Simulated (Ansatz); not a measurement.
# AgCl (P2_1/m), work and stress of cleavage

Computed with DFT PBE, scalar-relativistic, plane waves, PAW (Ansatz 0.2.0). The runs took a 420 eV cutoff, a Γ-centred 5×7×3 mesh and Gaussian smearing (0.05 eV). No spin polarisation. Energies are free energies at this smearing, counted from the undisturbed cell; pressure is positive in compression.

The starting cell (relaxed at this level):

```yaml
crystal:
  lattice:
    - [0.27473, 0.00000, -5.60511]
    - [-3.96430, 0.00000, -0.19707]
    - [0.00000, 11.90417, 0.00000]
  atoms:
    - { symbol: Ag, position: [0.74961, 0.74965, 0.91668] }
    - { symbol: Ag, position: [0.74961, 0.74965, 0.25002] }
    - { symbol: Ag, position: [0.74961, 0.74965, 0.58335] }
    - { symbol: Ag, position: [0.25039, 0.25035, 0.08335] }
    - { symbol: Ag, position: [0.25039, 0.25035, 0.41668] }
    - { symbol: Ag, position: [0.25039, 0.25035, 0.75002] }
    - { symbol: Cl, position: [0.75029, 0.25005, 0.08335] }
    - { symbol: Cl, position: [0.75029, 0.25005, 0.41668] }
    - { symbol: Cl, position: [0.75029, 0.25005, 0.75002] }
    - { symbol: Cl, position: [0.24971, 0.74995, 0.91668] }
    - { symbol: Cl, position: [0.24971, 0.74995, 0.25002] }
    - { symbol: Cl, position: [0.24971, 0.74995, 0.58335] }
```

The cut lies on the cell's a–b face, a (0 -1 0) plane (indices in the standard cell, whose axes needn't be the Cartesian ones shown) of area 22.27 Å², between layers 1.98 Å apart. Vector c is lengthened by d along the normal with the atoms' Cartesian places fixed: one unrelaxed cut a cell. The traction is positive where the two halves pull on each other.

| d (Å) | energy (J/m²) | traction (GPa) |
| --- | --- | --- |
| -0.30 | 0.106 | -8.03 |
| 0.00 | 0.000 | 0.01 |
| 0.25 | 0.045 | 3.12 |
| 0.50 | 0.138 | 4.12 |
| 1.00 | 0.333 | 3.33 |
| 1.50 | 0.463 | 1.93 |
| 2.00 | 0.535 | 1.00 |
| 3.00 | 0.590 | 0.27 |
| 4.50 | 0.609 | 0.04 |
| 6.00 | 0.612 | 0.01 |

What are the work of separation and the cleavage stress, and do they fit the universal binding curve?

The energy levels off near W ≈ 0.612 J/m² (the traction is down to 0.01 GPa), the energy of the two unrelaxed faces, 0.306 J/m² each on average. The largest sampled traction is 4.12 GPa at d = 0.50 Å, and a parabola through it and its two neighbours peaks at σ_max ≈ 4.27 GPa, d ≈ 0.64 Å. The curve E = W[1 − (1 + d/ℓ)exp(−d/ℓ)] peaks in traction at d = ℓ with σ_max = W/(eℓ); with 1 J/m² per Å = 10 GPa this W and σ_max give ℓ = 0.53 Å. A parabola through that curve at the same three d peaks at 0.61 Å, against 0.64 Å here, a fair fit. Real crystals break at far lower stress, because cracks concentrate it, and on the plane of lowest W, which needn't be this one.

The cut is rigid; relaxing the faces lowers these energies and usually the stresses.

Cost: 10 runs of about 15 core-minutes in all, on Arm Neoverse V1 (shared hosts).